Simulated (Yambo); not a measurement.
A run of Yambo 5.3.0 is set up as follows.

File optics1.in:

```
optics
chi
Chimod= "HARTREE"
% BndsRnXd
 1 | 29 |
%
NGsBlkXd= 3 Ry
% LongDrXd
 1 | 0 | 0 |
%
% QpntsRXd
 1 | 1 |
%
% EnRngeXd
 0 | 20 | eV
%
% DmRngeXd
 0.1 | 0.1 | eV
%
ETStpsXd= 200
```

File scf.in:

```
&CONTROL
  calculation = 'scf'
  prefix = 'pwscf'
  outdir = './tmp'
  pseudo_dir = './pseudo'
/
&SYSTEM
  ibrav = 0
  nat = 2
  ntyp = 1
  ecutwfc = 70
  nbnd = 9
  occupations = 'smearing'
  smearing = 'fd'
  degauss = 0.00367493
  force_symmorphic = .true.
/
&ELECTRONS
  conv_thr = 4d-10
  electron_maxstep = 120
  mixing_beta = 0.5
/
ATOMIC_SPECIES
Si    28.0850 Si_ONCV_PBE-1.2.upf
CELL_PARAMETERS angstrom
   0.0000000000    2.7218511865    2.7218511865
   2.7218511865    0.0000000000    2.7218511865
   2.7218511865    2.7218511865    0.0000000000
ATOMIC_POSITIONS crystal
Si     0.5000000000    0.5000000000    0.5000000000
Si     0.7500000000    0.7500000000    0.7500000000
K_POINTS automatic
8 8 8 0 0 0
```

Contents of nscf.in:

```
&CONTROL
  calculation = 'nscf'
  prefix = 'pwscf'
  outdir = './tmp'
  pseudo_dir = './pseudo'
/
&SYSTEM
  ibrav = 0
  nat = 2
  ntyp = 1
  ecutwfc = 70
  nbnd = 124
  occupations = 'fixed'
  force_symmorphic = .true.
/
&ELECTRONS
  conv_thr = 1d-08
  diago_full_acc = .true.
  diago_thr_init = 1d-06
/
ATOMIC_SPECIES
Si    28.0850 Si_ONCV_PBE-1.2.upf
CELL_PARAMETERS angstrom
   0.0000000000    2.7218511865    2.7218511865
   2.7218511865    0.0000000000    2.7218511865
   2.7218511865    2.7218511865    0.0000000000
ATOMIC_POSITIONS crystal
Si     0.5000000000    0.5000000000    0.5000000000
Si     0.7500000000    0.7500000000    0.7500000000
K_POINTS automatic
6 6 6 0 0 0
```

Potentials or basis: SG15 PBE 1.2.

Launch:

```bash
$ OMP_NUM_THREADS=1 pw.x -in scf.in > scf.out
$ OMP_NUM_THREADS=1 pw.x -in nscf.in > nscf.out
$ cd tmp/pwscf.save; p2y; mv SAVE ../..; cd ../..
$ OMP_NUM_THREADS=1 yambo
$ OMP_NUM_THREADS=1 yambo -F optics1.in -J optics1 -C optics1_out
```

Question: What does it give for the electronic dielectric constant along the field?

Answer: 15.62.

Question: Predict the electronic dielectric constant along the field, independent particles.

Answer: 17.08.

Question: What does it give for the band gap on the k mesh, mean-field level?

Answer: 0.71 eV, indirect (least direct gap 2.56 eV).

Dielectric function (along the field direction of the input):
| energy (eV) | real part | imaginary part |
| --- | --- | --- |
| 0.30 | 15.73 | 0.41 |
| 1.31 | 18.18 | 0.68 |
| 2.31 | 31.95 | 4.45 |
| 3.32 | 24.13 | 14.47 |
| 4.42 | -9.91 | 13.38 |
| 5.43 | -3.03 | 5.49 |
| 6.43 | -2.62 | 12.05 |
| 7.54 | -6.22 | 4.23 |
| 8.54 | -2.57 | 1.90 |
| 9.55 | -2.31 | 0.87 |
| 10.65 | -1.62 | 0.84 |
| 11.66 | -1.19 | 0.41 |
| 12.66 | -0.79 | 0.52 |
| 13.77 | -0.56 | 0.29 |
| 14.77 | -0.31 | 0.47 |
| 15.78 | -0.07 | 0.33 |
| 16.88 | 0.03 | 0.15 |
| 17.89 | 0.06 | 0.24 |
| 18.89 | 0.05 | 0.18 |
| 20.00 | 0.27 | 0.12 |

Caveat: this k mesh misses the band edges, so its gaps are larger than the crystal's; spectra need much finer meshes, so this one isn't converged; these spectra lack excitons. Expect the measured gap to be larger: semilocal functionals such as PBE lack the derivative discontinuity.
